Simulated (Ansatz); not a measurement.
System: Ga3As2P (zincblende [001] superlattice).

The cell holds 12 atoms: 6 Ga, 4 As and 2 P. Its edges and angles: a = 3.953 Å, b = 3.953 Å, c = 16.719 Å, α = 90.0°, β = 90.0°, γ = 90.0°. It derives from GaAs. Regions: GaAs, 8 atoms (4 Ga and 4 As); GaP, 4 atoms (2 Ga and 2 P). The structure's axis is c.

```xyz
12
Lattice="3.9527 0.0000 0.0000 0.0000 3.9527 0.0000 0.0000 0.0000 16.7188" Properties=species:S:1:pos:R:3 pbc="T T T"
Ga    0.0000    0.0000    0.6610
As    1.9763    0.0000    2.0885
Ga    1.9763    1.9763    3.5141
As    0.0000    1.9763    4.9422
Ga    0.0000    0.0000    6.3703
As    1.9763    0.0000    7.7983
Ga    1.9763    1.9763    9.2264
As    0.0000    1.9763   10.6520
Ga    0.0000    0.0000   12.0795
P     1.9763    0.0000   13.4040
Ga    1.9763    1.9763   14.7296
P     0.0000    1.9763   16.0553
```

The structure was relaxed with PBEsol. The runs that relaxed it are not among those shown.

Gaps computed with Ansatz 0.2.0 without a self-energy: PBEsol 0.82 eV, PBEsol+SOC 0.73 eV and HSE06 1.82 eV.

**Question.** Estimate the G0W0@PBEsol gap with 4×4×2 mesh, 1089 empty bands, screening to 150 eV, PAW set soft_1 files.

About 1.65 eV: on its mesh the run moves the gap from 0.82 eV by +0.83 eV. Among the scalar-relativistic levels given, HSE06 is nearest (+0.17 eV). Spin-orbit coupling is not in that value; its −0.09 eV at the PBEsol level would bring it to about 1.55 eV. Bands and cutoff are finite, so the gap is not at the basis limit. The miss can reach some tenths of an eV and take either sign; the mesh is an error of its own. The 4×4×2 mesh is coarse for this cell (its supercell is 16 Å along the shortest edge). The RPA ε∞ on it, from the PBEsol start, is 19.46 and 25.14; such meshes misread the long-range screening, most where the gap is narrow. The many-body steps are scalar-relativistic: spin-orbit coupling is not in them.

[Paths, hosts, dates, memory and timing lines, banners, echoed tables and standing remarks are left out of the program output.]

[Logs are printed without paths, hosts, clocks, repeated set-up lines and the standing remarks that a program may print on its own settings, such as how far it seeks lower states.]

[Runs of the session that timed out or met a known fault of the program may be left out.]

[Cells called generated may have been cut or substituted from an entry of the Crystallography Open Database or the Materials Project.]

[Hosts, paths, dates, database ids (printed as entryN), source tags and the programs' standing remarks are cut or masked in the printed files.]
